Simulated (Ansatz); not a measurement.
# Si: the cost of one run

Program: Ansatz 0.2.0. Level of theory: DFT PBEsol, scalar-relativistic, plane waves, PAW. These are calculated values, not measurements.

## 1. Starting point

Symmetry: Fd-3m, No. 227, cubic system. Conventional cell: a = 5.431 Å, b = 5.431 Å, c = 5.431 Å, α = 90.00°, β = 90.00°, γ = 90.00°. Around Si (site symmetry -43m) lie 4 Si at 2.35 Å.

Structure file:

```
Si
1.0
     0.00000    2.71547    2.71547
     2.71547    0.00000    2.71547
     2.71547    2.71547    0.00000
Si
2
Cartesian
  2.7155 2.7155 2.7155
  4.0732 4.0732 4.0732
```

The cell is taken as given, not relaxed at this level.

## 2. The scan: a tetragonal deformation path

At fixed volume and fractional coordinates, lengths along (0.000, 0.000, 1.000) are scaled against those across it; ρ is that ratio over its starting value.

## 3. Point ρ = 0.707

The input, input.yaml:

```yaml
crystal:
  lattice:
    - [0.0, 3.048165462, 2.1550529816]
    - [3.048165462, 0.0, 2.1550529816]
    - [3.048165462, 3.048165462, 0.0]
  atoms:
    - { symbol: Si, position: [0.5, 0.5, 0.5] }
    - { symbol: Si, position: [0.75, 0.75, 0.75] }
basis:
  ecutwfc: 420
kpoints:
  mp_grid: { grid: [12, 12, 12] }
hamiltonian:
  xc: pbesol
scf:
  occupations: { method: gaussian, width: 0.05 }
output:
  forces: true
  stress: true
  eigenvalues: true
```

**Question.** How long does this run take on 1 thread of an x86-64 CPU, shared host, and how much memory does it need?

About 1.5 s, with a peak of 0.39 GiB.
